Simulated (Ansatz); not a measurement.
## ZnS: from supercell energies to defect levels (S vacancy)

These are results of DFT PBE, scalar-relativistic, plane waves, PAW (Ansatz 0.2.0), not measurements. Run with 420 eV cutoff, 2×2×2 k-mesh, shifted by half a step, Gaussian smearing of 0.01 eV, collinear spin in charge +1 alone.

Host crystal, relaxed:

```
Zn S
1.0
     0.00000    2.72115    2.72115
     2.72115    0.00000    2.72115
     2.72115    2.72115    0.00000
Zn S
1 1
Direct
  0.00000 0.00000 0.00000
  0.25000 0.25000 0.25000
```

The S vacancy was set at (0.250, 0.250, 0.250) of the host cell, in a supercell of 32 sites (645 Å³), relaxed at fixed cell in each charge q. In charge +2 some atom moved by up to 0.6 Å, so the relaxed defect can differ in kind from the start: near the site, 4 Zn at 2.36 Å became 4 Zn at 2.91 Å (charge +2). The host's Kohn–Sham gap is 2.02 eV and its static dielectric constant 9.4 (mean). For each charge: the supercell's free energy over the neutral one with q electrons exchanged at the valence band top, F(q) − F(0) + qE_v; the image-charge term; and the term that aligns the potential far from the defect with the host's.

| q | F(q) − F(0) + qE_v (eV) | image charge (eV) | alignment (eV) |
| --- | --- | --- | --- |
| +2 | -2.525 | 1.027 | -0.987 |
| +1 | -0.719 | 0.257 | -0.409 |
| 0 | 0.000 | 0.000 | 0.000 |

**Question.** Add the terms and find the levels between neighbouring charges, ε(q/q′) = [A(q′) − A(q)]/(q − q′), with and without the two corrections.

**Answer.** A(q): -2.485 eV for +2, -0.871 eV for +1, 0.000 eV for 0.
| level | corrected (eV over E_v) | uncorrected (eV) |
| --- | --- | --- |
| (+2/+1) | 1.61 | 1.81 |
| (+1/0) | 0.87 | 0.72 |

As a check, a point charge in a simple cubic cell of this volume has q²αe²/(2εL) = 0.252 q² eV (e² = 14.40 eV Å, α = 2.837, L = 8.64 Å); the shape of the real cell can change it somewhat. The term grows as q², so it pushes donor levels down and acceptor levels up. The program doubts the alignment for q = +2, +1, so levels beside it are uncertain by about that term.

**Question.** Which of these charges is lowest with the Fermi level at the valence band top, at mid-gap and at the conduction band bottom?

**Answer.** The line A(q) + qE_F that lies lowest gives the charge: +2 at E_F = 0.00 eV, +2 at E_F = 1.01 eV, 0 at E_F = 2.02 eV. The level (+2/+1) lies above (+1/0), so charge +1 is never the lowest: a negative-U pattern, with a direct (+2/0) level at 1.24 eV. Charges beyond those computed could lie lower near the band edges.

**Question.** The neutral defect forms at 3.70 eV with atoms taken from and returned to the elements. What are the formation energies at those three Fermi levels, and what share of sites would hold the defect at 1200 K with E_F at mid-gap, if the host still stood at that temperature?

**Answer.** E_f = E_f(0) + A(q) + qE_F = 1.22, 3.24, 3.70 eV. In the dilute limit the share is exp(−E_f/k_BT) = exp(−3.237/0.1034) = 2.5×10⁻¹⁴, leaving out degeneracy and vibrational entropy. This is the S-rich limit; a poorer supply of S lowers E_f, in a binary host by up to its heat of formation per S atom. The small cell and the narrow Kohn–Sham gap leave errors of tenths of an eV or more, which change the share by orders of magnitude.